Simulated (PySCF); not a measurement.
Molecule: SMILES C1=C(O)C=CC=C1, C₆H₆O.

Molfile (atoms numbered from 1):
```
C6H6O
     RDKit          3D

 13 13  0  0  0  0  0  0  0  0999 V2000
    2.3708   -0.2876    0.0443 O   0  0  0  0  0  0  0  0  0  0  0  0
    1.0240   -0.1993    0.0313 C   0  0  0  0  0  0  0  0  0  0  0  0
    0.2924   -1.3915   -0.0091 C   0  0  0  0  0  0  0  0  0  0  0  0
   -1.0975   -1.3502   -0.0234 C   0  0  0  0  0  0  0  0  0  0  0  0
   -1.7764   -0.1304    0.0020 C   0  0  0  0  0  0  0  0  0  0  0  0
   -1.0440    1.0540    0.0419 C   0  0  0  0  0  0  0  0  0  0  0  0
    0.3494    1.0256    0.0565 C   0  0  0  0  0  0  0  0  0  0  0  0
    2.7460    0.5987    0.0714 H   0  0  0  0  0  0  0  0  0  0  0  0
    0.8361   -2.3378   -0.0285 H   0  0  0  0  0  0  0  0  0  0  0  0
   -1.6594   -2.2870   -0.0546 H   0  0  0  0  0  0  0  0  0  0  0  0
   -2.8678   -0.1048   -0.0092 H   0  0  0  0  0  0  0  0  0  0  0  0
   -1.5589    2.0176    0.0619 H   0  0  0  0  0  0  0  0  0  0  0  0
    0.9201    1.9592    0.0873 H   0  0  0  0  0  0  0  0  0  0  0  0
  1  2  1  0
  2  3  2  0
  3  4  1  0
  4  5  2  0
  5  6  1  0
  6  7  2  0
  7  2  1  0
  1  8  1  0
  3  9  1  0
  4 10  1  0
  5 11  1  0
  6 12  1  0
  7 13  1  0
M  END
```

Geometry PBE0-D3(BJ)/def2-SVP throughout; GIAO in PySCF 2.14, gas phase, one conformer, non-relativistic; equivalent atoms averaged; functional PBE0.

For orientation, pcSseg-1 gives these shifts δ (against H2O, TMS at the same level): O1 124.6, C2 162.1, C4/C6 135.5, C5 124.5, C3/C7 118.1, H10/H12 7.33, H11 6.94, H9/H13 6.75, H8 3.77 ppm.

A run gave: O1 71.8, C2 125.0, C4/C6 111.2, C5 104.8, C3/C7 100.2, H10/H12 6.89, H11 6.57, H9/H13 6.20, H8 3.34 ppm (shifts δ (against H2O, TMS at the same level)).

Q: Which basis set was used in that run?
A. STO-3G
B. aug-cc-pVDZ
C. def2-SVP
D. 6-311+G(2d,p)
E. IGLO-III

A: A. C2 tells them apart best: STO-3G gives 125.0, 6-311+G(2d,p) gives 160.7, aug-cc-pVDZ gives 154.3, IGLO-III gives 166.3, def2-SVP gives 153.3 ppm.
